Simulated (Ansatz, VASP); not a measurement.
# Cd in VASP and in Ansatz

```
Cd
1.0
     1.60803    0.92840    2.44929
    -1.60803    0.92840    2.44929
     0.00000   -1.85679    2.44929
Cd
1
Direct
  0.00000 0.00000 0.00000
```

Alike in both runs: task single point; functional RPBE; k mesh 9 × 9 × 9; occupations gaussian, width 0.1 eV; no spin polarisation.

|  | VASP | Ansatz |
| --- | --- | --- |
| version | VASP 6.6.1 | Ansatz 0.2.0 |
| potentials or method | VASP PAW PBE potentials, release 64 (Cd) | scalar-relativistic, plane waves, PAW |
| plane-wave cutoff (eV) | 520 | 420 |
| valence electrons in the cell | 12 | 20 |

Ansatz gave:

| Item | Value |
| --- | --- |
| gap on the k mesh at the Fermi level (eV) | none |
| pressure (GPa) | 4.9 |
| largest component of the traceless stress (GPa) | 0.14 |

What did VASP give for the same quantities?

gap on the k mesh at the Fermi level (eV): none; pressure (GPa): 5.2; largest component of the traceless stress (GPa): 0.20.

A gap of «none» marks a metal or a gap that the smearing closes. The functional is the same, so the differences come from potentials, cutoffs and numerics. The two sets of potentials don't hold the same shells in valence.

Caveats: the PAW data sets were made with another functional, which shifts forces and pressure a little (VASP).
